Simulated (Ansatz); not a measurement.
# Stack of 1T-PtS2 under 2H-WTe2, shifted by two thirds of the diagonal in a perpendicular field

Aim: how the stack of 1T-PtS2 under 2H-WTe2, shifted by two thirds of the diagonal screens a field along its normal, and what the field does to its bands. A positive field points along +c.

Method: plane-wave DFT, PBE-D3(BJ), Ansatz PAW, in Ansatz 0.2.0.

Report form: the programs' logs are mostly left out.

### 1. The structure

The cell holds 6 atoms: 2 S, 1 Pt, 2 Te and 1 W. Its edges and angles: a = 3.560 Å, b = 3.560 Å, c = 49.248 Å, α = 90.0°, β = 90.0°, γ = 120.0°. Regions: layer 1: 1T-PtS2, 3 atoms (2 S and 1 Pt); layer 2: 2H-WTe2, 3 atoms (2 Te and 1 W). Vacuum lies along c.

Coordinates:

```cif
data_structure
_symmetry_space_group_name_H-M 'P 1'
_symmetry_Int_Tables_number 1
_cell_length_a 3.5600
_cell_length_b 3.5600
_cell_length_c 49.2477
_cell_angle_alpha 90.000
_cell_angle_beta 90.000
_cell_angle_gamma 120.000
_cell_volume 540.53
loop_
_atom_site_label
_atom_site_type_symbol
_atom_site_fract_x
_atom_site_fract_y
_atom_site_fract_z
_atom_site_occupancy
S1 S 0.66667 0.33333 0.40713 1
Pt2 Pt 0.00000 0.00000 0.42757 1
S3 S 0.33333 0.66667 0.44802 1
Te4 Te 0.00000 0.00000 0.51198 1
W5 W 0.66667 0.33333 0.55243 1
Te6 Te 0.00000 0.00000 0.59287 1
```

### 2. Relaxing the slab

The starting cell is a guess, so the in-plane lattice and the atoms are relaxed first, with the slab cut off from its images along the normal.

The input, input.yaml:

```yaml
crystal:
  lattice:
    - [3.56, 0.0, 0.0]
    - [-1.78, 3.0830504375, 0.0]
    - [0.0, 0.0, 49.2477182345]
  atoms:
    - { symbol: S, position: [0.6666666667, 0.3333333333, 0.4071254612] }
    - { symbol: Pt, position: [0.0, 0.0, 0.4275739862] }
    - { symbol: S, position: [0.3333333333, 0.6666666667, 0.4480225112] }
    - { symbol: Te, position: [0.0, 0.0, 0.5119848654] }
    - { symbol: W, position: [0.6666666667, 0.3333333333, 0.5524297021] }
    - { symbol: Te, position: [0.0, 0.0, 0.5928745388] }
  periodic: [true, true, false]
kpoints:
  mp_grid: { grid: [12, 12, 1] }
hamiltonian:
  xc: pbe
  dispersion: d3bj
scf:
  occupations: { method: fermi_dirac, width: 0.05 }
  convergence: { dr2_threshold: 1.0e-09 }
relax:
  f_tol: 0.004
  max_steps: 90
  cell: {}
output:
  write_potential: true
  write_density: true
  volumetric_format: npy
```

On the command line:

```sh
$ ansatz run input.yaml --threads 2 --pin off --max-ram 3072MiB --backend cpu --events-out ev --progress --plain --runs-dir out
```

The job ended after 4.6 min (2 threads of Intel Xeon at 2.70GHz, shared host; peak memory 0.98 GiB).

Relaxation path:

```csv
step,energy less that of the first step (eV),largest force component (eV/Å),volume (Å³)
1,0.0000,3.1924,540.53
2,-1.0562,1.0277,539.77
3,-1.1266,0.2405,521.71
4,-1.1439,0.0594,529.57
5,-1.1455,0.0675,531.80
6,-1.1458,0.0335,531.73
7,-1.1459,0.0005,531.20
8*,-1.1455,0.0006,531.20
```

Relaxation steps marked * repeat the geometry before them on a plane-wave basis chosen anew for their cell, so energy and pressure can jump there.

Forces are held to the 6 operations that the run works with; a distortion that breaks them can't arise in this run.

```
cell as run  before  after  change
      a (Å)   3.560  3.529  -0.9 %
      b (Å)   3.560  3.529  -0.9 %
```

The atoms that moved most (Å, along periodic axes as changes of fractional coordinates times the final cell, across vacuum about the mean position):

| atom | dx | dy | dz | length |
| --- | --- | --- | --- | --- |
| S3 | 0.000 | 0.000 | 0.286 | 0.286 |
| Te6 | 0.000 | 0.000 | -0.221 | 0.221 |
| S1 | 0.000 | 0.000 | -0.198 | 0.198 |
| Te4 | 0.000 | 0.000 | 0.133 | 0.133 |
| W5 | 0.000 | 0.000 | -0.046 | 0.046 |
| Pt2 | 0.000 | 0.000 | 0.046 | 0.046 |

Final coordinates:

```xyz
6
Lattice="3.5291 0.0000 0.0000 -1.7646 3.0563 0.0000 0.0000 0.0000 49.2477" Properties=species:S:1:pos:R:3
S     1.7646    1.0188   19.8524
Pt    0.0000    0.0000   21.1029
S     0.0000    2.0376   22.3497
Te    0.0000    0.0000   25.3475
W     1.7646    1.0188   27.1600
Te    0.0000    0.0000   28.9763
```

This step gave:

* energy at zero smearing: -38675.4967 eV

The lattice constant a goes from 3.560 to 3.529 Å.

### 3. Atoms held, field 0, start network

A sawtooth potential applies the field, turning back in the middle of the vacuum. With the dipole correction the typed value is the field outside the slab. The induced dipole is small, so the SCF threshold is tight.

The cell differs from the one that the last finished run ended in (c 49.248 → 27.124 Å).

The input, input.yaml:

```yaml
crystal:
  lattice:
    - [3.5291457696, 0.0, 0.0]
    - [-1.7645728848, 3.0563298901, 0.0]
    - [0.0, 0.0, 27.1239718012]
  atoms:
    - { symbol: S, position: [0.6666666667, 0.3333333333, 0.3318098126] }
    - { symbol: Pt, position: [0.0, 0.0, 0.377913363] }
    - { symbol: S, position: [0.3333333333, 0.6666666667, 0.4238795726] }
    - { symbol: Te, position: [0.0, 0.0, 0.5344036912] }
    - { symbol: W, position: [0.6666666667, 0.3333333333, 0.6012259907] }
    - { symbol: Te, position: [0.0, 0.0, 0.6681901874] }
kpoints:
  mp_grid: { grid: [18, 18, 1] }
  band_path:
    path: [[0, 0, 0], [0.5, 0, 0], [0.33333333, 0.33333333, 0], [0, 0, 0]]
    npoints: 16
hamiltonian:
  xc: pbe
  dispersion: d3bj
scf:
  occupations: { method: fermi_dirac, width: 0.02585 }
  convergence: { dr2_threshold: 1.0e-10 }
efield:
  axis: 3
  dipole_correction: true
  ramp_position: 0.97
  ramp_width: 0.06
  amplitude: 0
output:
  dos: { projected: true, e_range: [-6, 5] }
  write_potential: true
  write_density: true
  volumetric_format: npy
  elf: true
```

Run time: 53 s. Hardware: 2 threads; peak memory 0.9 GiB.

This step gave:

* dipole along the normal: 0.01971 e·Å
* gap along the path: 0.4511 eV
* smallest direct gap along the path: 0.6818 eV
* step between the vacuum levels: -0.3307 eV
* ionisation energy, upper face: 4.668 eV
* electron affinity, upper face: 4.217 eV
* ionisation energy, lower face: 4.999 eV
* gap, the smaller of path and mesh: 0.4511 eV

Running mean over a fixed 2.7 Å (it still follows the layers) of the planar mean; the ramp of the sawtooth is left out. The electron's electrostatic potential energy less the Fermi level by z:

| z (Å) | electron's electrostatic potential energy less the Fermi level (eV) |
| --- | --- |
| 4 | 4.79 |
| 5 | 4.79 |
| 6 | 4.76 |
| 7 | 4.11 |
| 8 | 0.155 |
| 9 | -6.24 |
| 10 | -10.7 |
| 11 | -9.39 |
| 12 | -3.12 |
| 13 | -0.386 |
| 14 | -0.915 |
| 15 | -5.27 |
| 16 | -7.94 |
| 17 | -7.17 |
| 18 | -3.32 |
| 19 | 0.491 |
| 20 | 2.75 |
| 21 | 4.34 |
| 22 | 4.45 |
| 23 | 4.46 |
| 24 | 4.46 |

The density of states has structure finer than the step of the table below, so its rows give means over 0.25 eV, whole bins alone (the curve runs from -6 to 2.24 eV). Peaks (eV: height): -5.310: 10.4, -3.600: 16.3, -2.000: 10.1, -1.890: 10.6, -1.840: 10.5, -1.730: 11.2, 1.800: 9.34.

Table of density of states by energy, zero at the Fermi level of the run, which the smearing sets inside the gap; means over each step:

energy (eV), density of states (states/eV a cell) and a bar:
```
    -5.75        4.1 ###############
    -5.50        4.4 ################
    -5.25        5.4 ####################
    -5.00        5.3 ###################
    -4.75        5.4 ####################
    -4.50        2.0 #######
    -4.25        2.4 #########
    -4.00        5.2 ###################
    -3.75        6.0 ######################
    -3.50        6.9 #########################
    -3.25        4.9 ##################
    -3.00        5.3 ###################
    -2.75        5.4 ####################
    -2.50        4.7 #################
    -2.25        4.0 ##############
    -2.00        8.1 #############################
    -1.75        8.3 ##############################
    -1.50        4.2 ###############
    -1.25        1.9 #######
    -1.00        2.8 ##########
    -0.75        3.9 ##############
    -0.50        2.8 ##########
    -0.25        0.3 #
     0.00        0.0 
     0.25        1.3 #####
     0.50        3.7 #############
     0.75        2.5 #########
     1.00        4.6 #################
     1.25        4.9 ##################
     1.50        5.3 ###################
     1.75        4.1 ###############
     2.00        3.3 ############
```

Projected DOS per atom over height of the atomic layer and energy from the Fermi level. Layers: S Pt S Te W Te from below.

Ten even steps from '_' (0.00 states/eV) to '@' (3.49 states/eV), each cell a mean:
```
______::++..
______..@@..
::::::__++..
------__..__
::::::______
____________
____________
______..==..
______..==..
______..::..
--::--::==--
--::----==--
::::::..::..
::::::::--::
..::..::::::
..@@::......
..--..--::--
__..__......
__++__......
..==..::..::
::==::......
..::....____
```
Columns: height of the atomic layer (Å) from 9 to 18.1 (not evenly spaced); rows upwards: energy from the Fermi level (eV) from -5.96 to 2.23.

Electronic bands along the path, in eV, zero at the Fermi level of the run, which the smearing sets inside the gap:

| point | band 35 | band 36 | band 37 | band 38 | band 39 | band 40 | band 41 | band 42 |
| --- | --- | --- | --- | --- | --- | --- | --- | --- |
| Γ | -1.55 | -1.10 | -1.10 | -0.47 | 1.64 | 1.64 | 2.90 | 2.90 |
| halfway | -1.87 | -1.39 | -1.36 | -1.07 | 0.31 | 1.19 | 1.53 | 2.06 |
| M | -2.67 | -2.03 | -1.21 | -0.72 | 1.32 | 1.40 | 1.59 | 1.92 |
| halfway | -2.60 | -2.36 | -2.00 | -0.51 | 0.68 | 1.06 | 1.43 | 2.15 |
| K | -2.32 | -2.26 | -2.10 | -0.21 | 0.51 | 0.55 | 0.92 | 1.98 |
| halfway | -1.91 | -1.64 | -1.20 | -0.84 | 0.46 | 0.69 | 1.29 | 1.82 |
| Γ | -1.55 | -1.10 | -1.10 | -0.47 | 1.64 | 1.64 | 2.90 | 2.90 |

Electrostatic potential energy in the ca plane at fractional y = 1.000, with atoms of Pt and Te within 0.2 Å of it. With pseudopotentials it is smooth inside the atoms' cores, unlike the true potential.

Ten even steps from '0' (-40 eV) to '9' (8 eV), each cell a mean:
```
99999999999999999999860000389999858997589985
99999999999999999999984102789999865665788886
99999999999999999999888777889999987667888888
99999999999999999998888898888999999999876778
99999999999999999998888998888999999999876678
99999999999999999999888888888999998888887788
99999999999999999999986436889999975556888887
99999999999999999999971000589999856985689985
99999999999999999999850000389999859998589975
```
Columns run along c (16.0 Å, from fractional 0.06 to 0.65 of the cell; values clipped at the 3rd and 97th percentile), rows up along a (3.5 Å). Atoms in or near the plane, at fractional coordinates: Pt at (0.38, 0.00), Te at (0.53, 0.00).

ELF in the ca plane at fractional y = 1.000, with atoms of Pt and Te within 0.2 Å of it. It is the smooth field of the valence electrons, not physical close to the nuclei.

Ten even steps from '0' (0.00) to '9' (0.84), each cell a mean:
```
00012467875310058730025423542003799852000000
00123346643321027764456533565346898631000000
13456533334553104766666322466667774210000000
36787742236776300234442222234443210000000000
46888752136787400112332122123321100000000000
24677642235775202456664222256666542100000000
01234434433432016865566422566557887420000000
00012357764210048741145523553125899742000000
00012578786310058620024422441003799852100000
```
Columns run along c (16.0 Å, from fractional 0.27 to 0.86 of the cell), rows up along a (3.5 Å). Atoms in or near the plane, at fractional coordinates: Pt at (0.38, 0.00), Te at (0.53, 0.00), Te at (0.67, 0.00).

Valence density in the ca plane at fractional y = 1.000, with atoms of Pt and Te within 0.2 Å of it. It is the smooth field of the valence electrons, not physical close to the nuclei.

Ten steps, logarithmic in the rise over the least value, from '0' (0 e/Å³) to '9' (14 e/Å³), each cell a mean:
```
00001478985210012479963211247996320000000000
00011356753210001346643222234664210000000000
00112233332211001123322222222332100000000000
00122222222221100011122232222111000000000000
00122222122221100011112233221111000000000000
00112222222221000112222222222221100000000000
00012235543211001234432222233443210000000000
00011368874210012368753211236875310000000000
00002479985210012489973211248997421000000000
```
Columns run along c (16.0 Å, from fractional 0.27 to 0.86 of the cell), rows up along a (3.5 Å). Atoms in or near the plane, at fractional coordinates: Pt at (0.38, 0.00), Te at (0.53, 0.00), Te at (0.67, 0.00).

The gap is 0.45 eV, with the valence edge 4.67 eV and the conduction edge 4.22 eV under the upper vacuum level. Spin-orbit coupling, left out in this run, matters for the bands of elements this heavy.

### 4. Atoms held, field 0.1 V/Å

Changes to input.yaml since step 3:

```diff
@@ -26,7 +26,6 @@
   dipole_correction: true
-  ramp_position: 0.97
-  ramp_width: 0.06
-  amplitude: 0
+  ramp_position: 0.9661
+  ramp_width: 0.08
+  amplitude: 0.1
 output:
-  dos: { projected: true, e_range: [-6, 5] }
   write_potential: true
@@ -34,2 +33 @@
   volumetric_format: npy
-  elf: true
```

Wall time 60 s (2 threads); peak memory 0.89 GiB; 2 min of CPU time.

The dipole is 0.0853 e·Å, 0.0656 e·Å from its value without field, and the gap 0.406 eV.

### 5. Atoms held, field -0.1 V/Å

Changes to input.yaml since step 4:

```diff
@@ -28,3 +28,3 @@
   ramp_width: 0.08
-  amplitude: 0.1
+  amplitude: -0.1
 output:
```

Elapsed: 48 s, on 2 threads; peak memory 0.88 GiB.

The dipole is -0.0458 e·Å, -0.0655 e·Å from its value without field, and the gap 0.498 eV.

### 6. Response, atoms held

This step: plane-wave DFT, PBE-D3(BJ), Ansatz PAW; response to a field along the normal, atoms held (Ansatz 0.2.0).

The dipoles give the slope, and the difference of two potentials shows where the field is screened.

Numbers from this step:

```
equivalent conductor thickness p/(ε₀AE) : 10.99 Å
distance between the outer atoms        : 9.124 Å
```

The dipole of the cell by applied field:

```
applied field (V/Å)  dipole of the cell (e·Å)
            -0.1000                   -0.0458
             0.0000                    0.0197
             0.1000                    0.0853
```

Local field over the applied field, running mean. From the potentials at -0.1 and 0.1 V/Å; running mean over 2.8 Å. Local field over applied field against z:

z (Å), local field over applied field and a bar:
```
      4.5      0.999 ##############################
      5.0      0.996 ##############################
      5.5      0.987 ##############################
      6.0      0.965 #############################
      6.5      0.912 ###########################
      7.0      0.809 ########################
      7.5      0.666 ####################
      8.0      0.503 ###############
      8.5      0.338 ##########
      9.0      0.194 #####
      9.5      0.089 ##
     10.0      0.035 
     10.5      0.024 
     11.0      0.046 #
     11.5      0.085 ##
     12.0      0.118 ###
     12.5      0.138 ####
     13.0      0.145 ####
     13.5      0.131 ###
     14.0      0.099 ##
     14.5      0.063 #
     15.0      0.041 #
     15.5      0.034 
     16.0      0.029 
     16.5      0.029 
     17.0      0.037 
     17.5      0.055 #
     18.0      0.101 ##
     18.5      0.199 #####
     19.0      0.342 ##########
     19.5      0.501 ###############
     20.0      0.659 ####################
     20.5      0.803 ########################
     21.0      0.906 ###########################
     21.5      0.960 #############################
     22.0      0.985 ##############################
     22.5      0.994 ##############################
     23.0      0.998 ##############################
```

Electrons, planar mean, per unit field. The induced electron density by z:

z (Å), induced electron density (e/Å³ per V/Å) and a bar from the least value:
```
      4.5    0.00000 ###############
      5.0    0.00002 ###############
      5.5    0.00005 ###############
      6.0    0.00014 ################
      6.5    0.00037 #################
      7.0    0.00097 ###################
      7.5    0.00219 #########################
      8.0    0.00337 ##############################
      8.5    0.00223 #########################
      9.0    0.00138 #####################
      9.5    0.00029 ################
     10.0   -0.00001 ###############
     10.5    0.00002 ###############
     11.0   -0.00010 ###############
     11.5   -0.00075 ############
     12.0   -0.00099 ##########
     12.5   -0.00072 ############
     13.0    0.00054 #################
     13.5    0.00101 ###################
     14.0    0.00044 #################
     14.5    0.00045 #################
     15.0    0.00012 ###############
     15.5   -0.00027 ##############
     16.0   -0.00022 ##############
     16.5   -0.00002 ###############
     17.0    0.00057 #################
     17.5   -0.00022 ##############
     18.0   -0.00053 #############
     18.5   -0.00079 ###########
     19.0   -0.00237 ####
     19.5   -0.00334 
     20.0   -0.00213 #####
     20.5   -0.00100 ##########
     21.0   -0.00042 #############
     21.5   -0.00016 ##############
     22.0   -0.00006 ###############
     22.5   -0.00002 ###############
     23.0   -0.00001 ###############
```

The smaller of the gaps on the path and on the k-mesh, counted as 0 under 0.03 eV. Table of gap by applied field:

```csv
applied field (V/Å),gap (eV)
-0.1000,0.498
0.0000,0.451
0.1000,0.406
```

By hand: between -0.1 and 0.1 V/Å the dipole changes by 0.1311 e·Å, a slope of 0.6554 e·Å²/V. A perfect conductor of thickness t has p = ε₀AEt, so t = 180.95 × 0.6554 / 10.786 = 10.99 Å (e/ε₀ = 180.95 V·Å, A in Å²).

The induced dipole is that of a conductor 10.99 Å thick.

### 7. Summary of results

```yaml
gap_without_field: 0.451 eV
ionisation_energy_upper_face: 4.67 eV
electron_affinity_upper_face: 4.22 eV
step_between_the_vacuum_levels: -0.331 eV
equivalent_conductor_thickness_atoms_held: 11.0 Å
```

The induced dipole equals that of a perfect conductor 10.99 Å thick, while the outer atoms lie 9.12 Å apart; an out-of-plane ε follows only once a thickness t is chosen, by 1 − 1/ε = 10.99 Å / t. The two faces differ: the vacuum level above lies 0.33 eV lower than the one below. The gap goes from 0.45 eV to 0.50 eV at -0.1 V/Å. Semilocal functionals give gaps that are too small, and excitons are not included. Spin-orbit coupling is left out, which matters for the bands of elements this heavy.

[Logs are printed without paths, hosts, clocks, repeated set-up lines and the standing remarks that a program may print on its own settings, such as how far it seeks lower states.]

[Hosts, paths, dates, database ids (printed as entryN), source tags and the programs' standing remarks are cut or masked in the printed files.]

[Maps of the electrostatic potential energy from Ansatz leave out the sawtooth potential of an applied field or a dipole correction, so their vacuum need not be flat; planar profiles and work functions include it.]

[The density of states shown here was stored with 400 of the rows of the run's finer table, so its peaks can read low, often by over a quarter, or be missed, and its means over a window can be off by a tenth or more.]
